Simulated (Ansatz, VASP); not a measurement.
Y in VASP and in Ansatz

```
Y
1.0
     3.62292    0.00000    0.00000
    -1.81146    3.13754    0.00000
     0.00000    0.00000    5.69214
Y
2
Direct
  0.66667 0.33333 0.75000
  0.33333 0.66667 0.25000
```

Alike in both runs: task single point; functional PBE; k mesh 8 × 8 × 5; occupations fermi-dirac, width 0.05 eV; no spin polarisation.

```csv
,VASP,Ansatz
version,VASP 6.6.1,Ansatz 0.2.0
potentials or method,"VASP PAW PBE potentials, release 64 (Y_sv)",Ansatz PAW
plane-wave cutoff (eV),520,420
valence electrons in the cell,22,22
```

Ansatz gave:

| Quantity | Value |
| --- | --- |
| gap on the k mesh at the Fermi level (eV) | none |
| pressure (GPa) | 0.7 |
| largest component of the traceless stress (GPa) | 0.27 |

**Question.** Estimate VASP's values.

**Answer.** gap on the k mesh at the Fermi level (eV): none; pressure (GPa): 0.6; largest component of the traceless stress (GPa): 0.26.

A gap of «none» marks a metal or a gap that the smearing closes. With one functional, cell and mesh, what is left measures potentials, basis and numerics.
